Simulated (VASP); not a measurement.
# BiTe (R-3m) in VASP: a series of runs

Runs on BiTe. Level: PBE. Tasks: single point.

Everything below comes from runs of VASP 6.6.1. Logs are shortened: lines on timing, memory, paths and dates and some standing lists are left out, and cuts for length are marked.

## Step 1: The structure

The structure is trigonal, space group R-3m (No. 166). The conventional cell has a = 4.845 Å, b = 4.845 Å, c = 9.952 Å, α = 90.00°, β = 90.00°, γ = 120.00°. Around Bi (site symmetry -3m) lie 6 Te at 3.25 Å. Te (site symmetry -3m) is surrounded by 6 Bi at 3.25 Å.

The cell comes from a database or a generator and needn't be the stable form of this composition.

## Step 2: Single point, PBE

INCAR

```
PREC = Accurate
ENCUT = 300
EDIFF = 1E-7
ISMEAR = 0
SIGMA = 0.05
LREAL = F
LASPH = T
NELM = 100
ALGO = Normal
ISIF = 2
LWAVE = F
LCHARG = F
GGA = PE
NBANDS = 18
ADDGRID = F
```

KPOINTS

```
Automatic mesh
0
Gamma
  4 4 4
```

POSCAR

```
BiTe
1.0
    2.4227077728      1.3987509848      3.3172919545
   -2.4227077728      1.3987509848      3.3172919545
    0.0000000000     -2.7975019696      3.3172919545
Bi Te
1 1
Direct
    0.5120250000      0.5038480000      0.5048510000
   -0.0040940000     -0.0152210000     -0.0035880000
```

Potentials or basis: VASP PAW PBE potentials, release 64 (Bi_d, Te).

Run with:

```console
$ cat potpaw_PBE.64/Bi_d/POTCAR potpaw_PBE.64/Te/POTCAR > POTCAR
$ mpirun -np 1 vasp_std > vasp.out
```

OUTCAR:

```text
PREC = Accurate
   ENCUT = 300
   EDIFF = 1E-7
   ISMEAR = 0
   LREAL = F
   LASPH = T
   NELM = 100
   ISIF = 2
   GGA = PE

 Found     36 irreducible k-points:

 Following reciprocal coordinates:
            Coordinates               Weight
  0.000000  0.000000  0.000000      1.000000
  0.250000 -0.000000  0.000000      2.000000
 -0.000000  0.250000  0.000000      2.000000
  0.000000  0.000000  0.250000      2.000000
  0.500000 -0.000000  0.000000      1.000000
 -0.000000  0.500000  0.000000      1.000000
   k-points           NKPTS =     36   k-points in BZ     NKDIM =     36   number of bands    NBANDS=     18
   number of dos      NEDOS =    301   number of ions     NIONS =      2
   total plane-waves  NPLWV =  21952
   dimension x,y,z NGX =    28 NGY =   28 NGZ =   28
   dimension x,y,z NGXF=    56 NGYF=   56 NGZF=   56
   ions per type =               1   1
   NGX,Y,Z   is equivalent  to a cutoff of  10.73, 10.73, 10.73 a.u.
   NGXF,Y,Z  is equivalent  to a cutoff of  21.45, 21.45, 21.45 a.u.
 SYSTEM =  unknown system
   PREC   = accura    normal or accurate (medium, high low for compatibility)
   ISTART =      0    job   : 0-new  1-cont  2-samecut
   ICHARG =      2    charge: 1-file 2-atom 10-const
   ISPIN  =      1    spin polarized calculation?
   LNONCOLLINEAR =      F non collinear calculations
   LSORBIT =      F    spin-orbit coupling
   LASPH  =      T    aspherical Exc in radial PAW
   ENCUT  =  300.0 eV  22.05 Ry    4.70 a.u.   6.13  6.13  6.13*2*pi/ulx,y,z
   NELM   =    100;   NELMIN=  2; NELMDL= -5     # of ELM steps
   EDIFF  = 0.1E-06   stopping-criterion for ELM
[... 30 lines left out ...]
 non-spin polarized calculation
 Gauss-broadening in eV      SIGMA  =   0.05
  energy-cutoff  :      300.00
  volume of cell :       67.45
 maximum number of plane-waves:       807
 NGX is ok and might be reduce to    28
   NGX = 13   NGY = 13   NGZ = 13

 number of electron      21.0000002 magnetization

 Free energy of the ion-electron system (eV)
  ---------------------------------------------------
  ext. energy  EPLUGINS =         0.00000000
  ---------------------------------------------------
  free energy    TOTEN  =        -7.18528466 eV

  energy without entropy =       -7.18238180  energy(sigma->0) =       -7.18383323

 E-fermi :   6.8062     XC(G=0):  -9.4690

 val. band max:        6.7950618263   @ k =  -0.2500   0.2500   0.0000
 cond. band min:       6.8116499847   @ k =   0.0000  -0.2500   0.2500
 fundamental gap:      0.0165881584
 Fermi energy:         6.8061711668

 k-point     1 :       0.0000    0.0000    0.0000
  band No.  band energies     occupation
      1     -16.5042      2.00000
      2     -16.5032      2.00000
      3     -16.4930      2.00000
      4     -16.4904      2.00000
      5     -16.4783      2.00000
      6      -6.8204      2.00000
[... 10 lines left out ...]
     17      13.3440      0.00000
     18      13.5758      0.00000

 k-point     2 :       0.2500   -0.0000    0.0000
  band No.  band energies     occupation
      1     -16.5041      2.00000
      2     -16.5029      2.00000
      3     -16.4945      2.00000
      4     -16.4884      2.00000
      5     -16.4772      2.00000
      6      -6.2941      2.00000
[... 10 lines left out ...]
     17      15.1087      0.00000
     18      15.7142      0.00000

 k-point     3 :      -0.0000    0.2500    0.0000
  band No.  band energies     occupation
      1     -16.5039      2.00000
      2     -16.5030      2.00000
      3     -16.4947      2.00000
      4     -16.4880      2.00000
      5     -16.4775      2.00000
      6      -6.2950      2.00000
[... 10 lines left out ...]
     17      15.1127      0.00000
     18      15.7193      0.00000

 k-point     4 :       0.0000    0.0000    0.2500
  band No.  band energies     occupation
      1     -16.5042      2.00000
      2     -16.5030      2.00000
      3     -16.4938      2.00000
      4     -16.4897      2.00000
      5     -16.4765      2.00000
      6      -6.2926      2.00000
[... 10 lines left out ...]
     17      15.0995      0.00000
     18      15.7019      0.00000

 k-point     5 :       0.5000   -0.0000    0.0000
  band No.  band energies     occupation
      1     -16.5051      2.00000
      2     -16.5023      2.00000
      3     -16.4957      2.00000
      4     -16.4862      2.00000
      5     -16.4741      2.00000
      6      -4.9673      2.00000
[... 10 lines left out ...]
     17      14.5215      0.00000
     18      17.2941      0.00000

 k-point     6 :      -0.0000    0.5000    0.0000
  band No.  band energies     occupation
      1     -16.5049      2.00000
      2     -16.5028      2.00000
      3     -16.4954      2.00000
      4     -16.4857      2.00000
      5     -16.4746      2.00000
      6      -4.9903      2.00000
[... 10 lines left out ...]
     17      14.5256      0.00000
     18      17.2961      0.00000

 [... further k-points ...]
[... 5 lines left out ...]
  --------------------------------------------------------------------------------------
  -------------------------------------------------------------------------------------
  Total       -0.1365607      0.0306323      0.0292449      0.0217848      0.0063337     -0.0006516
  in kB       -3.2438436      0.7276352      0.6946784      0.5174728      0.1504500     -0.0154781
  external PRESSURE =      -0.6071767 kB  Pullay stress =       0.0000000 kB

 VOLUME and BASIS-vectors are now :
 -----------------------------------------------------------------------------
  energy-cutoff  :      300.00
  volume of cell :       67.45
      direct lattice vectors                 reciprocal lattice vectors
     2.422707773  1.398750985  3.317291954     0.206380648  0.119153923  0.100483568
    -2.422707773  1.398750985  3.317291954    -0.206380648  0.119153923  0.100483568
     0.000000000 -2.797501970  3.317291954     0.000000000 -0.238307845  0.100483568

 POSITION                                       TOTAL-FORCE (eV/Angst)
 -----------------------------------------------------------------------------------
      0.01981      0.00863      5.04469         0.015620     -0.059788     -0.387267
      0.02696     -0.01698      9.87590        -0.015620      0.059788      0.387267
 -----------------------------------------------------------------------------------
    total drift:                               -0.001150     -0.000647     -0.000399

  FREE ENERGIE OF THE ION-ELECTRON SYSTEM (eV)
  ---------------------------------------------------
  free  energy   TOTEN  =        -7.1852846606 eV

  energy  without entropy=       -7.1823818016  energy(sigma->0) =       -7.18383323
```

OSZICAR:

```text
N       E                     dE             d eps       ncg     rms          rms(c)
DAV:   1     0.129575447307E+03    0.12958E+03   -0.74887E+03  1306   0.763E+02
DAV:   2     0.150190336208E+01   -0.12807E+03   -0.12482E+03  1542   0.243E+02
DAV:   3    -0.703130882697E+01   -0.85332E+01   -0.85058E+01  1580   0.714E+01
DAV:   4    -0.721800908302E+01   -0.18670E+00   -0.18664E+00  1672   0.118E+01
DAV:   5    -0.722340966775E+01   -0.54006E-02   -0.54004E-02  1586   0.168E+00    0.588E+00
DAV:   6    -0.718151158286E+01    0.41898E-01   -0.15030E-01  1824   0.196E+00    0.333E+00
DAV:   7    -0.718486439450E+01   -0.33528E-02   -0.29979E-02  1472   0.817E-01    0.799E-01
DAV:   8    -0.718517372997E+01   -0.30934E-03   -0.39223E-03  1492   0.411E-01    0.106E-01
DAV:   9    -0.718527178890E+01   -0.98059E-04   -0.38163E-04  1542   0.113E-01    0.299E-02
DAV:  10    -0.718528157532E+01   -0.97864E-05   -0.22405E-05  1614   0.264E-02    0.208E-02
DAV:  11    -0.718528525000E+01   -0.36747E-05   -0.10252E-05  1416   0.230E-02    0.488E-03
DAV:  12    -0.718528477658E+01    0.47342E-06   -0.11265E-06  1616   0.820E-03    0.263E-03
DAV:  13    -0.718528462361E+01    0.15297E-06   -0.21830E-07  1358   0.327E-03    0.117E-03
DAV:  14    -0.718528466060E+01   -0.36995E-07   -0.16413E-08   736   0.668E-04
   1 F= -.71852847E+01 E0= -.71838332E+01  d E =-.290286E-02
```

stdout:

```text
POSCAR found type information on POSCAR BiTe
 POSCAR found :  2 types and       2 ions
 scaLAPACK will be used
 LDA part: xc-table for (Slater+PW92), standard interpolation
 POSCAR, INCAR and KPOINTS ok, starting setup
 FFT: planning ... GRIDC
 FFT: planning ... GRID_SOFT
 FFT: planning ... GRID
 WAVECAR not read
 entering main loop
```

Wall time 17 s (1 thread of Intel Xeon 6975P-C (Granite Rapids), shared host); peak memory 0.16 GiB.

These settings aren't checked as converged: the numbers below hold their error.

Results:

| Item | Value |
| --- | --- |
| Free energy | -7.1853 eV |
| Pressure | -0.1 GPa |
| Largest force | 0.392 eV/Å |
| Band gap on the k mesh | none (metal or under the smearing width) |

Caveat: the k mesh is coarse (spacing up to 0.41 Å⁻¹), so the values aren't converged; the cutoff is under 1.25 times the usual one of these potentials, so pressure, stress and relaxed cells hold a basis-set (Pulay) error; spin-orbit coupling is left out, which moves the levels of the heavy elements.

## Step 3: Single point, PBE

Changes to INCAR since step 2:

```diff
@@ -1,3 +1,3 @@
 PREC = Accurate
-ENCUT = 300
+ENCUT = 550
 EDIFF = 1E-7
```

KPOINTS

```
Automatic mesh
0
Gamma
  3 3 3
```

POSCAR

```
BiTe
1.0
    2.4227077728      1.3987509848      3.3172919545
   -2.4227077728      1.3987509848      3.3172919545
    0.0000000000     -2.7975019696      3.3172919545
Bi Te
1 1
Direct
    0.5000000000      0.5000000000      0.5000000000
    0.0000000000      0.0000000000      0.0000000000
```

Potentials or basis: VASP PAW PBE potentials, release 64 (Bi_d, Te).

Run with:

```console
$ cat potpaw_PBE.64/Bi_d/POTCAR potpaw_PBE.64/Te/POTCAR > POTCAR
$ mpirun -np 1 vasp_std > vasp.out
```

OUTCAR:

```text
PREC = Accurate
   ENCUT = 550
   EDIFF = 1E-7
   ISMEAR = 0
   LREAL = F
   LASPH = T
   NELM = 100
   ISIF = 2
   GGA = PE

 Found      6 irreducible k-points:

 Following reciprocal coordinates:
            Coordinates               Weight
  0.000000  0.000000  0.000000      1.000000
  0.333333 -0.000000  0.000000      6.000000
  0.333333  0.333333  0.000000      6.000000
 -0.333333  0.333333  0.000000      6.000000
  0.333333  0.333333  0.333333      2.000000
 -0.333333  0.333333  0.333333      6.000000
   k-points           NKPTS =      6   k-points in BZ     NKDIM =      6   number of bands    NBANDS=     18
   number of dos      NEDOS =    301   number of ions     NIONS =      2
   total plane-waves  NPLWV =  46656
   dimension x,y,z NGX =    36 NGY =   36 NGZ =   36
   dimension x,y,z NGXF=    72 NGYF=   72 NGZF=   72
   ions per type =               1   1
   NGX,Y,Z   is equivalent  to a cutoff of  13.79, 13.79, 13.79 a.u.
   NGXF,Y,Z  is equivalent  to a cutoff of  27.58, 27.58, 27.58 a.u.
 SYSTEM =  unknown system
   PREC   = accura    normal or accurate (medium, high low for compatibility)
   ISTART =      0    job   : 0-new  1-cont  2-samecut
   ICHARG =      2    charge: 1-file 2-atom 10-const
   ISPIN  =      1    spin polarized calculation?
   LNONCOLLINEAR =      F non collinear calculations
   LSORBIT =      F    spin-orbit coupling
   LASPH  =      T    aspherical Exc in radial PAW
   ENCUT  =  550.0 eV  40.42 Ry    6.36 a.u.   8.30  8.30  8.30*2*pi/ulx,y,z
   NELM   =    100;   NELMIN=  2; NELMDL= -5     # of ELM steps
   EDIFF  = 0.1E-06   stopping-criterion for ELM
[... 30 lines left out ...]
 non-spin polarized calculation
 Gauss-broadening in eV      SIGMA  =   0.05
  energy-cutoff  :      550.00
  volume of cell :       67.45
 maximum number of plane-waves:      1985
 NGX is ok and might be reduce to    36
   NGX = 17   NGY = 17   NGZ = 17

 number of electron      21.0000005 magnetization

 Free energy of the ion-electron system (eV)
  ---------------------------------------------------
  ext. energy  EPLUGINS =         0.00000000
  ---------------------------------------------------
  free energy    TOTEN  =        -7.12864674 eV

  energy without entropy =       -7.12365336  energy(sigma->0) =       -7.12615005

 E-fermi :   6.8312     XC(G=0):  -9.4857

 val. band max:        6.4510163432   @ k =   0.3333  -0.0000   0.0000
 cond. band min:       6.8550293870   @ k =   0.3333  -0.0000   0.0000
 fundamental gap:      0.4040130438
 Fermi energy:         6.8311825732

 k-point     1 :       0.0000    0.0000    0.0000
  band No.  band energies     occupation
      1     -16.5939      2.00000
      2     -16.5939      2.00000
      3     -16.5579      2.00000
      4     -16.5579      2.00000
      5     -16.5345      2.00000
      6      -6.8233      2.00000
[... 10 lines left out ...]
     17      13.3156      0.00000
     18      13.5430      0.00000

 k-point     2 :       0.3333   -0.0000    0.0000
  band No.  band energies     occupation
      1     -16.5941      2.00000
      2     -16.5928      2.00000
      3     -16.5614      2.00000
      4     -16.5524      2.00000
      5     -16.5324      2.00000
      6      -5.8979      2.00000
[... 10 lines left out ...]
     17      15.4203      0.00000
     18      16.3698      0.00000

 k-point     3 :       0.3333    0.3333    0.0000
  band No.  band energies     occupation
      1     -16.5990      2.00000
      2     -16.5907      2.00000
      3     -16.5607      2.00000
      4     -16.5465      2.00000
      5     -16.5329      2.00000
      6      -5.6442      2.00000
[... 10 lines left out ...]
     17      14.9053      0.00000
     18      15.3555      0.00000

 k-point     4 :      -0.3333    0.3333    0.0000
  band No.  band energies     occupation
      1     -16.5961      2.00000
      2     -16.5923      2.00000
      3     -16.5606      2.00000
      4     -16.5481      2.00000
      5     -16.5322      2.00000
      6      -4.6717      2.00000
[... 10 lines left out ...]
     17      15.4986      0.00000
     18      17.5869      0.00000

 k-point     5 :       0.3333    0.3333    0.3333
  band No.  band energies     occupation
      1     -16.5970      2.00000
      2     -16.5970      2.00000
      3     -16.5484      2.00000
      4     -16.5484      2.00000
      5     -16.5363      2.00000
      6      -5.6843      2.00000
[... 10 lines left out ...]
     17      17.4839      0.00000
     18      18.4316      0.00000

 k-point     6 :      -0.3333    0.3333    0.3333
  band No.  band energies     occupation
      1     -16.5987      2.00000
      2     -16.5936      2.00000
      3     -16.5508      2.00000
      4     -16.5488      2.00000
      5     -16.5343      2.00000
      6      -4.5069      2.00000
[... 10 lines left out ...]
     17      16.0126      0.00000
     18      18.1797      0.00000

------------------------ aborting loop because EDIFF is reached ----------------------------------------

  FORCE on cell =-STRESS in cart. coord.  units (eV):
  Direction    XX          YY          ZZ          XY          YZ          ZX
  --------------------------------------------------------------------------------------
  -------------------------------------------------------------------------------------
  Total       -0.1982182     -0.1982182      0.2736267      0.0000000     -0.0000000      0.0000000
  in kB       -4.7084477     -4.7084477      6.4996913      0.0000000     -0.0000000      0.0000000
  external PRESSURE =      -0.9724014 kB  Pullay stress =       0.0000000 kB

 VOLUME and BASIS-vectors are now :
 -----------------------------------------------------------------------------
  energy-cutoff  :      550.00
  volume of cell :       67.45
      direct lattice vectors                 reciprocal lattice vectors
     2.422707773  1.398750985  3.317291954     0.206380648  0.119153923  0.100483568
    -2.422707773  1.398750985  3.317291954    -0.206380648  0.119153923  0.100483568
     0.000000000 -2.797501970  3.317291954     0.000000000 -0.238307845  0.100483568

 POSITION                                       TOTAL-FORCE (eV/Angst)
 -----------------------------------------------------------------------------------
      0.00000      0.00000      4.97594         0.000000      0.000000     -0.000000
      0.00000      0.00000      0.00000         0.000000     -0.000000      0.000000
 -----------------------------------------------------------------------------------
    total drift:                               -0.000000     -0.000000      0.000000

  FREE ENERGIE OF THE ION-ELECTRON SYSTEM (eV)
  ---------------------------------------------------
  free  energy   TOTEN  =        -7.1286467368 eV

  energy  without entropy=       -7.1236533597  energy(sigma->0) =       -7.12615005
```

OSZICAR:

```text
N       E                     dE             d eps       ncg     rms          rms(c)
DAV:   1     0.162836436412E+03    0.16284E+03   -0.10225E+04   216   0.116E+03
DAV:   2     0.602851081967E+01   -0.15681E+03   -0.15217E+03   240   0.310E+02
DAV:   3    -0.680495747148E+01   -0.12833E+02   -0.12771E+02   256   0.920E+01
DAV:   4    -0.715226583181E+01   -0.34731E+00   -0.34711E+00   252   0.168E+01
DAV:   5    -0.716962680028E+01   -0.17361E-01   -0.17361E-01   294   0.338E+00    0.595E+00
DAV:   6    -0.712549231160E+01    0.44134E-01   -0.14859E-01   292   0.227E+00    0.364E+00
DAV:   7    -0.712866432228E+01   -0.31720E-02   -0.34322E-02   248   0.969E-01    0.774E-01
DAV:   8    -0.712854376196E+01    0.12056E-03   -0.51563E-03   284   0.470E-01    0.155E-01
DAV:   9    -0.712864520551E+01   -0.10144E-03   -0.46858E-04   242   0.127E-01    0.481E-02
DAV:  10    -0.712864656153E+01   -0.13560E-05   -0.22725E-05   284   0.287E-02    0.309E-02
DAV:  11    -0.712864761826E+01   -0.10567E-05   -0.21759E-05   266   0.392E-02    0.691E-03
DAV:  12    -0.712864695404E+01    0.66422E-06   -0.37748E-06   276   0.167E-02    0.419E-03
DAV:  13    -0.712864679121E+01    0.16283E-06   -0.34580E-07   248   0.472E-03    0.139E-03
DAV:  14    -0.712864673680E+01    0.54410E-07   -0.51628E-08   134   0.235E-03
   1 F= -.71286467E+01 E0= -.71261500E+01  d E =-.499338E-02
```

Wall time 12 s (1 thread of Intel Xeon 6975P-C (Granite Rapids), shared host); peak memory 0.2 GiB.

The run converged, but some of its settings lie outside the range that counts as converged, so its numbers aren't taken as properties of the crystal.

Results:

* Free energy: -7.1286 eV
* Pressure: -0.1 GPa
* Band gap on the k mesh: none (metal or under the smearing width)

Caveat: the k mesh is coarse (spacing up to 0.54 Å⁻¹), so the values aren't converged; spin-orbit coupling is left out, which moves the levels of the heavy elements.

## Step 4: Single point, PBE

INCAR is that of step 3.

KPOINTS is that of step 3.

POSCAR

```
BiTe
1.0
    2.4227077728      1.3987509848      3.3172919545
   -2.4227077728      1.3987509848      3.3172919545
    0.0000000000     -2.7975019696      3.3172919545
Bi Te
1 1
Direct
    0.5120250000      0.5038480000      0.5048510000
   -0.0040940000     -0.0152210000     -0.0035880000
```

Run with:

```console
$ cat potpaw_PBE.64/Bi_d/POTCAR potpaw_PBE.64/Te/POTCAR > POTCAR
$ mpirun -np 1 vasp_std > vasp.out
```

Run time: 15 s. Hardware: 1 thread of Intel Xeon 6975P-C (Granite Rapids), shared host; peak memory 0.19 GiB.

The run converged, but some of its settings lie outside the range that counts as converged, so its numbers aren't taken as properties of the crystal.

What came out:

- Free energy: -7.1158 eV
- Pressure: 0.1 GPa
- Largest force: 0.189 eV/Å
- Band gap on the k mesh: none (metal or under the smearing width)

Caveat: the k mesh is coarse (spacing up to 0.54 Å⁻¹), so the values aren't converged; spin-orbit coupling is left out, which moves the levels of the heavy elements.

[end of part 1 of 2]
